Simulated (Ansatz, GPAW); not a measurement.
# Ballistic transport through a Pt chain with a Sn atom on top of one atom, from relaxation to T(E), part 4 of 4

Aim: the conductance of a Pt chain with a Sn atom on top of one atom after relaxation, and whether geometry, basis or functional moves it most.

GPAW 26.7.0 and Ansatz 0.2.0; Ansatz plane waves; relaxation of the junction with the lead ends held (the session's first sound run).

So far, transmission at the Fermi level (one spin): step 3 (plane-wave reference (PBE)) 2.12; step 5 (GPAW, szp: basis = "szp(dzp)", PBE, GPAW) 2.11; step 6 (GPAW, sz: basis = "sz(dzp)", PBE, GPAW) 2.11; step 7 (LDA in the dzp basis: xc = "LDA") 2.13; step 8 (without the relaxation: geometry = "as built", PBE, GPAW) 3.39.

### 10. The levels side by side

The curves are compared point by point over the common energies.

This step: comparison of transmission and cost over codes, levels and geometry (GPAW 26.7.0).

Ladder, by row:

```
   step    code  T at the Fermi level (sum over the listed spins)  conductance (G0)  r.m.s. T(E) from the first  wall time (s)  peak memory (GiB)  threads
 pw-pbe  Ansatz                                             2.119             2.107                           0          187.2              5.511        4
    dzp    GPAW                                             2.121             2.097                      0.2745          351.5               1.57        1
    szp    GPAW                                             2.112             2.089                      0.3204          183.5                1.5        1
     sz    GPAW                                              2.11             2.081                      0.3617          147.8               1.44        1
dzp-LDA    GPAW                                             2.131               2.1                      0.3037          332.4               1.57        1
asbuilt    GPAW                                              3.39             3.382                        1.24          263.5               1.58        1
```

Table of transmission, zone mean, sum over the listed spins by energy, zero at the Fermi level:

```
energy (eV)  pw-pbe     dzp     szp     sz  dzp-LDA  asbuilt
    -2.0000   0.914   0.887   0.869  0.868    0.901     2.75
    -1.7500   0.973   0.952   0.935  0.933    0.965     2.75
    -1.5000    1.54    1.50    1.06   1.50     1.59     3.52
    -1.2500    1.46    1.68    1.36   1.50     1.69     3.52
    -1.0000    2.92    2.31    2.19   2.17     2.36     4.03
    -0.8250    3.84    3.33    3.17   3.07     3.23     4.07
    -0.7500    3.70    3.63    3.59   3.54     3.58     3.94
    -0.7000    3.54    3.66    3.66   3.67     3.64     3.88
    -0.5000    2.77    3.21    3.24   3.28     3.24     3.82
    -0.2500    2.28    1.89    1.90   1.79     1.98     3.55
     0.0000    2.12    2.12    2.11   2.11     2.13     3.39
     0.2500    1.39    1.36    1.33   1.33     1.36     2.90
     0.5000    1.03    1.01   0.974  0.979     1.01     2.65
     0.7500   0.883   0.957   0.987  0.993    0.972    0.763
     1.0000   0.933   0.829   0.832  0.796    0.787    0.582
     1.2500   0.310  0.0652  0.0698  0.272   0.0134    0.225
     1.3000  0.0281   0.255   0.336  0.944    0.461    0.145
     1.3500   0.458   0.935   0.949  0.862    0.948   0.0762
     1.3750   0.846   0.937   0.921  0.798    0.917   0.0485
     1.4000   0.949   0.882   0.859  0.741    0.856   0.0265
     1.5000   0.762   0.666   0.651  0.568    0.647  0.00470
     1.7500   0.426   0.383   0.374  0.323    0.380    0.197
     2.0000   0.235   0.215   0.205  0.177    0.217    0.350
```

### 11. A varied run

One more run, with changed settings.

This step: GPAW LCAO, PAW setups; Landauer transmission from Green's functions with principal layers (ASE), zero bias (GPAW 26.7.0).

File run.py:

```python
import json
import numpy as np
from ase import Atoms
from ase.transport.calculators import TransportCalculator
from gpaw import GPAW, FermiDirac
from gpaw.lcao.tools import get_lcao_hamiltonian
from scipy.linalg import eigh

# The junction with lead layers at both ends, along the third cell vector
device = Atoms(
    ['Pt', 'Pt', 'Pt', 'Pt', 'Pt', 'Pt', 'Pt', 'Pt', 'Pt', 'Sn', 'Pt', 'Pt', 'Pt', 'Pt', 'Pt', 'Pt', 'Pt', 'Pt'],
    positions=[
        [4.50000, 4.50000, 1.20000],
        [4.50000, 4.50000, 3.60000],
        [4.50000, 4.50000, 6.00000],
        [4.50000, 4.50000, 8.40000],
        [4.50000, 4.50000, 10.80000],
        [4.50000, 4.50000, 13.20000],
        [4.02582, 4.27477, 15.60512],
        [4.45362, 4.63470, 18.06002],
        [3.52025, 5.02126, 20.40139],
        [5.71478, 3.74791, 20.35057],
        [4.35812, 4.44089, 22.72572],
        [4.23160, 4.94088, 25.19174],
        [4.50000, 4.50000, 27.60000],
        [4.50000, 4.50000, 30.00000],
        [4.50000, 4.50000, 32.40000],
        [4.50000, 4.50000, 34.80000],
        [4.50000, 4.50000, 37.20000],
        [4.50000, 4.50000, 39.60000]],
    cell=[[9.0, 0.0, 0.0], [0.0, 9.0, 0.0], [0.0, 0.0, 40.8]],
    pbc=True)

# One principal layer of the lead: the first 5 atoms of the device
lead = Atoms(
    ['Pt', 'Pt', 'Pt', 'Pt', 'Pt'],
    positions=[
        [4.50000, 4.50000, 1.20000],
        [4.50000, 4.50000, 3.60000],
        [4.50000, 4.50000, 6.00000],
        [4.50000, 4.50000, 8.40000],
        [4.50000, 4.50000, 10.80000]],
    cell=[[9.0, 0.0, 0.0], [0.0, 9.0, 0.0], [0.0, 0.0, 12.0]],
    pbc=True)

settings = dict(mode='lcao', basis='dzp', xc='PBE', h=0.2,
                occupations=FermiDirac(0.1), maxiter=60,
                mixer=dict(beta=1.0, nmaxold=1, weight=1.0),
                convergence=dict(density=0.0001))
energies = np.arange(-2, 2 + 1e-9, 0.025)
eta = 0.0001
n1, n2 = 1, 1
# k and -k transmit alike, so half of the mesh across the current serves
mesh = [(i, j) for i in range(n1) for j in range(n2) if (i, j) <= (-i % n1, -j % n2)]
weights = np.array([1 if (i, j) == (-i % n1, -j % n2) else 2 for i, j in mesh]) / (n1 * n2)

# [... helper functions left out ...]
fermi_lead = ground_state(lead, (1, 1, 10), 'lead.txt')
fermi_device = ground_state(device, (1, 1, 2), 'device.txt')
# [... loop over the mesh left out, but for ...]
        # Shift the lead onto the potential of the device's first layer
        shift = ((H[:, 0, 0] - H0[:, 0, 0]) / S0[0, 0]).real.mean()
# [...]
kT = 8.617333e-5 * 300
bias = [0.1, 0.2, 0.5, 1.0, 1.5, 2.0]
# [... integrals and printing left out ...]
```

Started as:

```bash
OMP_NUM_THREADS=1 OPENBLAS_NUM_THREADS=1 python run.py
```

The log of the run:

```text
gpaw.KohnShamConvergenceError
```

Wall time 2.1 min (1 thread of Arm Neoverse V1, shared host); peak memory 0.43 GiB.

The run stopped without converging, so none of its numbers is a property of the system.

The fault put into the input: mixing far too strong, under a cap of 60 iterations, which ended the run (beta = 1.0, nmaxold = 1 and weight = 1.0).

### 12. Results

```
conductance                                        : 2.10 G₀
transmission at the Fermi level, mean of the spins : 2.12
thermopower                                        : 7.71 μV/K
```

**Reading.** In the dzp basis the junction conducts 2.10 G₀ at 300 K, with T = 2.12 a spin at the Fermi level; the sz basis reaches that conductance within 10 %. Relaxation moved atoms by up to 1.4 Å and took the conductance from 3.38 to 2.10 G₀, as a ratio a larger change than the step from dzp to the minimal basis. Plane waves (PBE) give T = 2.12 there. At the Fermi level the three most open eigenchannels pass 1.00, 0.93 and 0.18. The positive thermopower says that the thermally weighted transmission is larger below the Fermi level, as for hole-like transport. Measured against the first run (pw-pbe), the nearest curve is that of dzp (r.m.s. 0.27) and the farthest that of asbuilt (1.2). Over the compared runs wall time goes from 148 s (sz) to 351 s (dzp), on a shared host; the plane-wave run used 4 threads and the orbital runs 1. The leads kept an estimated spacing and the cell its length, so the junction may be under some tension or compression. The run had no spin polarisation, so a magnetic state, which chains and small molecules with open shells often have, wasn't tested. Spin-orbit coupling is left out, which matters for the heavy atoms here. An evenly spaced straight chain is an idealisation: free chains tend to dimerise, zigzag or, where a band edge lies near the Fermi level, turn magnetic. The currents use the zero-bias T(E) throughout, which holds only while the bias is small against the distance to the nearest feature.

[Logs are printed without paths, hosts, clocks, repeated set-up lines and the standing remarks that a program may print on its own settings, such as how far it seeks lower states.]

[Hosts, paths, dates, database ids (printed as entryN), source tags and the programs' standing remarks are cut or masked in the printed files.]
